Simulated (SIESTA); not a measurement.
**Ag2O under changes of volume**

One of the cells (17.853 Å³/atom); the others are scaled copies at fixed shape and fractional positions:

```
Ag O
1.0
     4.74925    0.00000    0.00000
     0.00000    4.74925    0.00000
     0.00000    0.00000    4.74925
Ag O
4 2
Direct
  0.75000 0.25000 0.75000
  0.75000 0.75000 0.25000
  0.25000 0.75000 0.75000
  0.25000 0.25000 0.25000
  0.50000 0.50000 0.50000
  0.00000 0.00000 0.00000
```

* Program: SIESTA 5.4.2
* Functional: PBEsol
* Potentials or basis: PseudoDojo 0.4 standard (PBEsol files)
* Basis: DZP (energy shift 0.003 Ry; two zetas on semicore shells)
* Grid cutoff: 800 Ry
* Energy shift: 0.003 Ry
* k mesh: 6 × 6 × 6
* Occupations: fermi-dirac, width 0.05 eV
* Spin: no spin polarisation

```csv
volume (Å³/atom),energy over the lowest point (meV/atom),pressure (GPa)
16.453,24.90,7.4
16.803,11.63,4.8
17.153,?,?
17.853,0.00,-1.0
18.204,3.84,-2.5
18.554,10.77,-3.8
```

What does the run at 17.153 Å³/atom give?

Energy over the lowest point 3.41 meV/atom; pressure 2.7 GPa.

Worked out: A Birch-Murnaghan fit of order 3 (a polynomial in V^(-2/3)) to the other rows has its minimum at 17.65 Å³/atom with B0 = V·E''(V) = 87 GPa and B' = 5.1. It gives 3.43 meV/atom at 17.153 Å³/atom, against the run's 3.41, and -dE/dV = 2.7 GPa, against 2.7.

Energies are extrapolated to zero smearing.

Caveats: short orbitals over semicore shells can move pressures by several GPa; the basis of atomic orbitals isn't converged, which shifts pressures, moduli and gaps.
